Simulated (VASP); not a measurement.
Al: single point with PBE

Crystal: Al.

```
Al
1.0
     0.00000    2.04634    2.04634
     2.04634    0.00000    2.04634
     2.04634    2.04634    0.00000
Al
1
Cartesian
  0.0000 0.0000 0.0000
```

The cell isn't the ideal one: a relaxed cell with its volume scaled by 1.03.

```yaml
Program: VASP 6.6.1
Task: single point
Functional: PBE
Potentials_or_basis: VASP PAW PBE potentials, release 64 (Al)
Cutoff: 520 eV
k_mesh: 18 × 18 × 18
Occupations: gaussian, width 1 eV
Spin: no spin polarisation
Further_INCAR_settings: ALGO = Normal; EDIFF = 1e-07
```

```json
{
 "Pressure": "-2.1 GPa",
 "Band gap on the k mesh": "none (metal or under the smearing width)"
}
```

Levels at points of the mesh, in eV from the Fermi level:
```tsv
k point	band 1	band 2	band 3	band 4	band 5
(0.00, 0.00, 0.00)	-10.86	12.42	12.42	12.42	13.63
(0.50, 0.00, 0.00)	-4.43	-4.32	11.02	11.02	11.30
(0.50, 0.50, 0.00)	-2.82	-1.58	5.26	5.43	5.43
```

Wall time 4.4 s on 1 thread of Intel(R) Xeon(R) 6975P-C (Granite Rapids), with other jobs on the host, peak memory 0.14 GiB.
